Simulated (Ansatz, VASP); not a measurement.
# One calculation of MgI2, two programs

The input INCAR:

```
ALGO     = Normal         # electronic algorithm
EDIFF    = 1E-6           # SCF threshold, eV
ENCUT    = 520            # plane-wave cutoff, eV
GGA      = PE             # functional
ISIF     = 2              # what is computed and relaxed
ISMEAR   = 0              # smearing method
LASPH    = True           # aspherical terms in the spheres
LCHARG   = False          # write CHGCAR
LREAL    = False          # projectors in reciprocal space
LWAVE    = False          # write WAVECAR
NBANDS   = 15             # bands
NELM     = 80             # most SCF steps
PREC     = Accurate       # precision mode
SIGMA    = 0.05           # smearing width, eV
```

The input KPOINTS:

```
k-points
0
Gamma
  6 6 4
```

POSCAR

```
MgI2
1.0
    3.8058706318      0.0000000000      0.0000000000
   -1.9029353159      3.2959806506      0.0000000000
    0.0000000000      0.0000000000      8.1735918737
Mg I
1 2
Direct
    0.0000000000      0.0000000000      0.0000000000
    0.3333333333      0.6666666667      0.7576300000
    0.6666666667      0.3333333333      0.2423700000
```

Input for Ansatz:

```yaml
crystal:
  lattice:
    - [3.8058706318, 0.0, 0.0]
    - [-1.9029353159, 3.2959806506, 0.0]
    - [0.0, 0.0, 8.1735918737]
  atoms:
    - { symbol: Mg, position: [0.0, 0.0, 0.0] }
    - { symbol: I, position: [0.3333333333, 0.6666666667, 0.75763] }
    - { symbol: I, position: [0.6666666667, 0.3333333333, 0.24237] }
basis:
  ecutwfc: 420
kpoints:
  mp_grid: { grid: [6, 6, 4] }
hamiltonian:
  xc: pbe
scf:
  occupations: { method: gaussian, width: 0.05 }
output:
  forces: true
  stress: true
  eigenvalues: true
```

Alike in both runs: task single point; functional PBE; k mesh 6 × 6 × 4; occupations gaussian, width 0.05 eV; no spin polarisation.

```csv
,VASP,Ansatz
version,VASP 6.6.1,Ansatz 0.2.0
potentials or method,"VASP PAW PBE potentials, release 64 (Mg, I)","scalar-relativistic, plane waves, PAW"
plane-wave cutoff (eV),520,420
valence electrons in the cell,16,44
```

Ansatz gave:

* gap on the k mesh at the Fermi level (eV): 2.37
* least direct gap on the mesh (eV): 2.41
* pressure (GPa): 2.1
* largest component of the traceless stress (GPa): 7.30
* rms of the force components (eV/Å): 0.404

Estimate VASP's values.

gap on the k mesh at the Fermi level (eV): 2.36; least direct gap on the mesh (eV): 2.40; pressure (GPa): 2.1; largest component of the traceless stress (GPa): 7.30; rms of the force components (eV/Å): 0.408.

Atom by atom the forces differ by 0.004 eV/Å (rms over components). The two sets of potentials don't hold the same shells in valence.

Caveats: spin-orbit coupling is left out, which moves the levels of the heavy elements; this functional lacks dispersion, which binds the layers, so the pressure and a relaxed spacing across them are unreliable. A k mesh can miss the band edges. A hybrid or GW would open this gap; PBE tends to underestimate it.
